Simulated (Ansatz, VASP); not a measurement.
## Two plane-wave programs on Al

```xyz
1
Lattice="0.0000 2.0078 2.0078 2.0078 0.0000 2.0078 2.0078 2.0078 0.0000" Properties=species:S:1:pos:R:3 pbc="T T T"
Al    0.0000    0.0000    0.0000
```

Alike in both runs: functional PBEsol; k mesh 18 × 18 × 18; occupations gaussian, width 0.1 eV; no spin polarisation.

Ansatz relaxed the structure, and its values are those at the end. VASP's run is a single point on that final structure, the one shown.

|  | VASP | Ansatz |
| --- | --- | --- |
| version | VASP 6.6.1 | Ansatz 0.2.0 |
| potentials or method | VASP PAW PBE potentials, release 64 (Al) | scalar-relativistic, plane waves, PAW |
| plane-wave cutoff (eV) | 520 | 420 |
| valence electrons in the cell | 3 | 3 |

|  | VASP | Ansatz | Ansatz less VASP |
| --- | --- | --- | --- |
| gap on the k mesh at the Fermi level (eV) | none | none | - |
| pressure (GPa) | 0.0 | 0.0 | -0.06 |

A gap of «none» marks a metal or a gap that the smearing closes.

Caveats: the PAW data sets were made with another functional, which shifts forces and pressure a little (VASP).
